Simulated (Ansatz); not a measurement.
The crystal is HfS2/HfS2 (1T multilayer).

The cell holds 6 atoms: 2 Hf and 4 S. Its edges and angles: a = 3.617 Å, b = 3.617 Å, c = 40.600 Å, α = 90.0°, β = 90.0°, γ = 120.0°. Regions: layer 1 (HfS2), 3 atoms (1 Hf and 2 S); layer 2 (HfS2), 3 atoms (1 Hf and 2 S). Vacuum lies along c.

```xyz
6
Lattice="3.6166 0.0000 0.0000 -1.8083 3.1321 0.0000 0.0000 0.0000 40.6000" Properties=species:S:1:pos:R:3
Hf    0.0000    0.0000   17.4083
S     0.0000    2.0881   18.8604
S     1.8083    1.0440   15.9533
Hf    0.0000    0.0000   23.1917
S     0.0000    2.0881   24.6467
S     1.8083    1.0440   21.7396
```

The structure was relaxed with PBE-D3(BJ). At the settings of the band run the largest force is still 0.09 eV/Å. The runs that relaxed it are not among those shown. Spin-orbit coupling is left out unless a run names it.

Gaps computed with Ansatz 0.2.0 without a self-energy: PBE 1.14 eV, PBE+SOC 1.08 eV and HSE06 1.97 eV.

**Question.** Estimate the G0W0@PBE gap with 6×6×1 mesh, 611 empty bands, screening to 70 eV, PAW set soft_1 files.

About 2.09 eV: on its mesh the run moves the gap from 1.14 eV by +0.95 eV. Among the scalar-relativistic levels given, HSE06 is nearest (−0.12 eV). Spin-orbit coupling is not in that value; its −0.06 eV at the PBE level would bring it to about 2.03 eV. Bands and cutoff are finite, so the gap is not at the basis limit. The miss can reach some tenths of an eV and take either sign; the mesh is an error of its own. The mesh in the plane is coarse for a sheet; gap and any exciton binding can still move on denser ones. The many-body steps are scalar-relativistic: spin-orbit coupling is not in them.

[Paths, hosts, dates, memory and timing lines, banners, echoed tables and standing remarks are left out of the program output.]

[Logs are printed without paths, hosts, clocks, repeated set-up lines and the standing remarks that a program may print on its own settings, such as how far it seeks lower states.]

[Runs of the session that timed out or met a known fault of the program may be left out.]

[Cells called generated may have been cut or substituted from an entry of the Crystallography Open Database or the Materials Project.]

[Hosts, paths, dates, database ids (printed as entryN), source tags and the programs' standing remarks are cut or masked in the printed files.]
